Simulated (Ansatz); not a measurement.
## AgBr under changes of volume

One of the cells (23.644 Å³/atom); the others are scaled copies at fixed shape and fractional positions:

```
Ag Br
1.0
     0.00000    2.87015    2.87015
     2.87015    0.00000    2.87015
     2.87015    2.87015    0.00000
Ag Br
1 1
Direct
  0.00000 0.00000 0.00000
  0.50000 0.50000 0.50000
```

* Program: Ansatz 0.2.0
* Functional: RPBE
* Potentials or basis: Ansatz PAW
* Cutoff: 420 eV (not typed: the program's choice for these potentials)
* k mesh: 8 × 8 × 8
* Occupations: fermi-dirac, width 0.05 eV
* Spin: no spin polarisation

| volume (Å³/atom) | energy over the lowest point (meV/atom) | pressure (GPa) | gap on the mesh (eV) |
| --- | --- | --- | --- |
| 22.225 | 94.04 | 9.0 | 0.83 |
| 22.698 | 69.72 | 7.5 | 0.84 |
| 23.171 | ? | ? | ? |
| 23.644 | 32.64 | 5.1 | 0.84 |
| 24.116 | 19.04 | 4.1 | 0.85 |
| 24.589 | 8.27 | 3.2 | 0.86 |
| 25.062 | 0.00 | 2.4 | 0.87 |

Problem. What does the run at 23.171 Å³/atom give?

Solution. Energy over the lowest point 49.40 meV/atom; pressure 6.3 GPa; gap on the mesh 0.84 eV.

Worked out: A Birch-Murnaghan fit of order 3 (a polynomial in V^(-2/3)) to the other rows has no minimum within the range. It gives 49.40 meV/atom at 23.171 Å³/atom, against the run's 49.40, and -dE/dV = 6.3 GPa, against 6.3. A parabola through the other rows of the gap, of slope 0.217 eV per unit of ln V there, gives 0.84 eV, against the run's 0.84.

Energies are extrapolated to zero smearing.

Caveats: the PAW data sets come from PBE, with cores solved anew for the run's functional, which leaves a small shift of forces and pressure.

A mesh can miss the band edges. Spin-orbit coupling on Ag, Br is left out.
